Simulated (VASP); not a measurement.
# SnTe in VASP: settings compared, part 2 of 2

VASP 6.6.1. Earlier steps stand in the parts before.

## (3) Relaxation of cell and atoms, r2SCAN+D3(BJ)

This run uses another cell than the first one, of 31.28 Å³/atom, 1.008 times its volume.

POSCAR reads:

```
SnTe
1.0
    0.0000000000      3.1508500000      3.1508500000
    3.1508500000      0.0000000000      3.1508500000
    3.1508500000      3.1508500000      0.0000000000
Te Sn
1 1
Direct
    0.5000000000      0.5000000000      0.5000000000
    0.0000000000      0.0000000000      0.0000000000
```

INCAR.step1 reads:

```
PREC = Accurate
ENCUT = 600
ISMEAR = -1
SIGMA = 0.05
LREAL = False
LASPH = True
NELM = 80
GGA = PE
ALGO = Normal
EDIFF = 1E-4
LWAVE = True
LCHARG = False
```

INCAR.step2 reads:

```
PREC = Accurate
ENCUT = 600
EDIFF = 1E-6
ISMEAR = -1
SIGMA = 0.05
LREAL = False
LASPH = True
NELM = 80
ALGO = Normal
ISIF = 3
LWAVE = False
LCHARG = False
METAGGA = R2SCAN
LMIXTAU = True
IVDW = 12
VDW_S6 = 1.0
VDW_S8 = 0.78981345
VDW_A1 = 0.49484001
VDW_A2 = 5.73083694
IBRION = 2
NSW = 60
EDIFFG = -0.01
ISTART = 1
```

KPOINTS reads:

```
Automatic mesh
0
Gamma
  7 7 7
```

Potentials or basis: VASP PAW PBE potentials, release 64 (Te, Sn_d).

Started as:

```console
$ cat potpaw_PBE.64/Te/POTCAR potpaw_PBE.64/Sn_d/POTCAR > POTCAR
$ cp INCAR.step1 INCAR
$ mpirun -np 1 vasp_std > vasp.out
$ cp INCAR.step2 INCAR
$ mpirun -np 1 vasp_std > vasp.out
```

Run time: 2.5 min. Hardware: 1 thread of Intel Xeon 6975P-C, shared host; peak memory 0.24 GiB.

Results (log left out):

| Quantity | Value |
| --- | --- |
| Free energy | -51.0578 eV |
| Relaxed volume | 31.65 Å³/atom |
| Relaxed cell | a = 4.473 Å, b = 4.473 Å, c = 4.473 Å, α = 60.00°, β = 60.00°, γ = 60.00° |
| Space group after relaxing (to 0.05 Å) | Fm-3m (No. 225) |
| Energy gained by relaxing | 0.6 meV/atom |
| Ionic steps | 3 |
| Pressure after relaxing | 0.0 GPa |
| Dispersion energy per atom | -0.185 eV |

Step by step:
| step | energy change (eV) | largest force (eV/Å) | pressure (GPa) | volume (Å³) |
| --- | --- | --- | --- | --- |
| 1 | 0.0000 | 0.0000 | 0.57 | 62.56 |
| 2 | -0.0011 | 0.0000 | -0.19 | 63.58 |
| 3 | -0.0013 | 0.0000 | 0.00 | 63.30 |

Final structure:
```
Te Sn
1.0
     0.00000    3.16322    3.16322
     3.16322    0.00000    3.16322
     3.16322    3.16322    0.00000
Te Sn
1 1
Cartesian
  3.1632 3.1632 3.1632
  0.0000 0.0000 0.0000
```

Levels at points of the mesh, in eV from the Fermi level:
| k point | band 8 | band 9 | band 10 | band 11 | band 12 | band 13 |
| --- | --- | --- | --- | --- | --- | --- |
| (0.00, 0.00, 0.00) | -2.52 | -2.52 | -2.52 | 3.35 | 3.35 | 3.35 |

Caveat: this odd mesh misses L, where the gap lies, so gap, dielectric constants and Born charges aren't listed; the PAW data sets were made with another functional, which shifts forces and pressure a little; spin-orbit coupling is left out, which moves the levels of the heavy elements.

## (4) Single point, B3LYP

This run uses another cell than the first one, of 34.78 Å³/atom, 1.121 times its volume.

POSCAR reads:

```
SnTe
1.0
    0.0000000000      3.2642331639      3.2642331639
    3.2642331639      0.0000000000      3.2642331639
    3.2642331639      3.2642331639      0.0000000000
Te Sn
1 1
Direct
    0.5000000000      0.5000000000      0.5000000000
    0.0000000000      0.0000000000      0.0000000000
```

INCAR.step1 reads:

```
SYSTEM = SnTe
  ALGO = Normal
  EDIFF = 1E-5
  ENCUT = 520
  GGA = PE
  ISIF = 2
  ISMEAR = -1
  LASPH = .TRUE.
  LCHARG = .FALSE.
  LREAL = .FALSE.
  LWAVE = .TRUE.
  NBANDS = 17
  NELM = 80
  PREC = Accurate
  SIGMA = 0.05
```

INCAR.step2 reads:

```
SYSTEM = SnTe
  AEXX = 0.2
  AGGAC = 0.81
  AGGAX = 0.72
  ALDAC = 0.19
  ALGO = Normal
  EDIFF = 1E-6
  ENCUT = 520
  GGA = B3
  ISIF = 2
  ISMEAR = -1
  ISTART = 1
  LASPH = .TRUE.
  LCHARG = .FALSE.
  LHFCALC = .TRUE.
  LREAL = .FALSE.
  LWAVE = .FALSE.
  NBANDS = 17
  NELM = 80
  PREC = Accurate
  PRECFOCK = Normal
  SIGMA = 0.05
```

KPOINTS reads:

```
k-points
0
G
  4 4 4
  0 0 0
```

Started as:

```console
$ cat potpaw_PBE.64/Te/POTCAR potpaw_PBE.64/Sn_d/POTCAR > POTCAR
$ cp INCAR.step1 INCAR
$ mpirun -np 1 vasp_std > vasp.out
$ cp INCAR.step2 INCAR
$ mpirun -np 1 vasp_std > vasp.out
```

Wall time 17 min (1 thread of Intel Xeon 6975P-C, shared host); peak memory 0.23 GiB.

The run converged. Its results:

- Free energy: -8.4149 eV
- Pressure: -0.2 GPa
- Band gap on the k mesh: 1.03 eV, direct

Levels at points of the mesh, in eV from the valence-band top:
```tsv
k point	band 6	band 7	band 8	band 9	band 10	band 11	band 12	band 13	band 14	band 15
(0.00, 0.00, 0.00)	-13.05	-5.43	-2.00	-2.00	-2.00	4.22	4.22	4.22	6.25	6.25
(0.50, 0.00, 0.00)	-11.90	-8.53	-1.62	-1.62	0.00	1.03	1.39	1.39	9.07	9.82
(0.50, 0.50, 0.00)	-11.67	-6.97	-5.21	-3.48	-3.48	3.83	5.61	5.61	6.91	10.14
```

Caveat: the PAW data sets were made with another functional, which shifts forces and pressure a little; spin-orbit coupling is left out, which moves the levels of the heavy elements.

## (5) Single point, PBE

This run uses another cell than the first one, of 30.04 Å³/atom, 0.968 times its volume.

INCAR reads:

```
SYSTEM = SnTe
PREC = Accurate
ENCUT = 520
EDIFF = 1E-7
ISMEAR = -1
SIGMA = 0.05
LREAL = .False.
LASPH = .True.
NELM = 60
ALGO = Normal
ISIF = 2
LWAVE = .False.
LCHARG = .True.
GGA = PE
LELF = .True.
LVHAR = .True.
NBANDS = 17
```

KPOINTS reads:

```
Automatic mesh
0
Gamma
  7 7 7
  0 0 0
```

POSCAR reads:

```
SnTe
1.0
    0.0000000000      3.0878330000      3.1508500000
    3.0878330000      0.0000000000      3.1508500000
    3.0878330000      3.0878330000      0.0000000000
Te Sn
1 1
Direct
    0.5000000000      0.5000000000      0.5000000000
    0.0000000000      0.0000000000      0.0000000000
```

Started as:

```console
$ cat potpaw_PBE.64/Te/POTCAR potpaw_PBE.64/Sn_d/POTCAR > POTCAR
$ mpirun -np 1 vasp_std > vasp.out
```

It took 91 s on 1 thread of Intel Xeon 8259CL, shared host; peak memory 0.22 GiB.

The run converged. Its results:

| Quantity | Value |
| --- | --- |
| Free energy | -7.4882 eV |
| Pressure | 4.5 GPa |
| Band gap on the k mesh | 0.53 eV, direct |

Stress tensor (GPa, compression positive):
```
5.53 0.00 0.00
0.00 5.53 0.00
0.00 0.00 2.31
```

Levels at points of the mesh, in eV from the valence-band top:
| k point | band 8 | band 9 | band 10 | band 11 | band 12 | band 13 |
| --- | --- | --- | --- | --- | --- | --- |
| (0.00, 0.00, 0.00) | -2.12 | -2.12 | -1.90 | 3.32 | 3.82 | 3.82 |

Caveat: spin-orbit coupling is left out, which moves the levels of the heavy elements.

## (6) Single point, BLYP+D3(BJ)

This run uses another cell than the first one, of 31.28 Å³/atom, 1.008 times its volume.

INCAR reads:

```
SYSTEM = SnTe
PREC     = Accurate       ! precision mode
ENCUT    = 520            ! plane-wave cutoff, eV
EDIFF    = 1E-7           ! SCF threshold, eV
ISMEAR   = 0              ! smearing method
SIGMA    = 0.01           ! smearing width, eV
LREAL    = .False.        ! projectors in reciprocal space
LASPH    = .True.         ! aspherical terms in the spheres
NELM     = 100            ! most SCF steps
ALGO     = Normal         ! electronic algorithm
ISIF     = 2              ! what is computed and relaxed
LWAVE    = .False.        ! write WAVECAR
LCHARG   = .False.        ! write CHGCAR
GGA      = B5             ! functional
ALDAX    = 1.0          
AGGAX    = 1.0          
AGGAC    = 1.0          
ALDAC    = 0.0          
IVDW     = 12             ! dispersion correction
VDW_S6   = 1.0          
VDW_S8   = 2.6996       
VDW_A1   = 0.4298       
VDW_A2   = 4.2359       
NBANDS   = 17             ! bands
```

KPOINTS is that of step 5.

POSCAR reads:

```
SnTe
1.0
    0.0000000000      3.1508500000      3.1508500000
    3.1508500000      0.0000000000      3.1508500000
    3.1508500000      3.1508500000      0.0000000000
Te Sn
1 1
Direct
    0.5000000000      0.5000000000      0.5000000000
    0.0000000000      0.0000000000      0.0000000000
```

Potentials or basis: VASP PAW PBE potentials, release 64 (Te, Sn_d).

Started as:

```console
$ cat potpaw_PBE.64/Te/POTCAR potpaw_PBE.64/Sn_d/POTCAR > POTCAR
$ mpirun -np 1 vasp_std > vasp.out
```

It took 48 s on 1 thread of Intel Xeon 8259CL, shared host; peak memory 0.21 GiB.

It converged, with:

```
Free energy                : -8.0608 eV
Pressure                   : 1.1 GPa
Dispersion energy per atom : -0.946 eV
```

Levels at points of the mesh, in eV from the Fermi level:
```csv
k point,band 6,band 7,band 8,band 9,band 10,band 11,band 12,band 13,band 14,band 15
"(0.00, 0.00, 0.00)",-12.64,-4.66,-2.00,-2.00,-2.00,3.43,3.43,3.43,5.14,5.14
```

Caveat: this odd mesh misses L, where the gap lies, so gap, dielectric constants and Born charges aren't listed; the PAW data sets were made with another functional, which shifts forces and pressure a little; spin-orbit coupling is left out, which moves the levels of the heavy elements.

## (7) The runs side by side

| task | level | cell | k mesh | cutoff (eV) | smearing | grid for exact exchange (PRECFOCK) | gap on the mesh (eV) | pressure (GPa) |
| --- | --- | --- | --- | --- | --- | --- | --- | --- |
| single point | PBEsol | a = 4.444 Å, angles 60.0°, 2 atoms | 7 × 7 × 7 | 520 | fermi-dirac 0.05 eV | - | - | 0.0 |
| relaxation of cell and atoms | r2SCAN+D3(BJ) | relaxed from a = 4.456 Å, angles 60.0°, 2 atoms | 7 × 7 × 7 | 600 | fermi-dirac 0.05 eV | - | - | 0.0 |
| single point | B3LYP | a = 4.616 Å, angles 60.0°, 2 atoms | 4 × 4 × 4 | 520 | fermi-dirac 0.05 eV | Normal | 1.03 | -0.2 |
| single point | PBE | a = 4.412, b = 4.412, c = 4.367 Å, angles 60.3, 60.3, 59.3°, 2 atoms | 7 × 7 × 7 | 520 | fermi-dirac 0.05 eV | - | 0.53 | 4.5 |
| single point | BLYP+D3(BJ) | a = 4.456 Å, angles 60.0°, 2 atoms | 7 × 7 × 7 | 520 | gaussian 0.01 eV | - | - | 1.1 |

Alike in all rows: potentials or basis VASP PAW PBE potentials, release 64 (Te, Sn_d); no spin polarisation.

Caveats: spin-orbit coupling is left out, which moves the levels of the heavy elements; the PAW data sets were made with another functional, which shifts forces and pressure a little (some runs).

Absolute energies hang on the potentials; compare differences alone.

## (8) How close it comes

Step 4. Measured gap of SnTe: 0.18 eV (direct; 300 K; a printed reference work, textbook). This calculation gives 1.03 eV (+0.85 eV). Spin-orbit coupling on Sn, Te is left out. The value is that of B3LYP on a finite k mesh, which can miss the band edges, without temperature or zero-point motion.
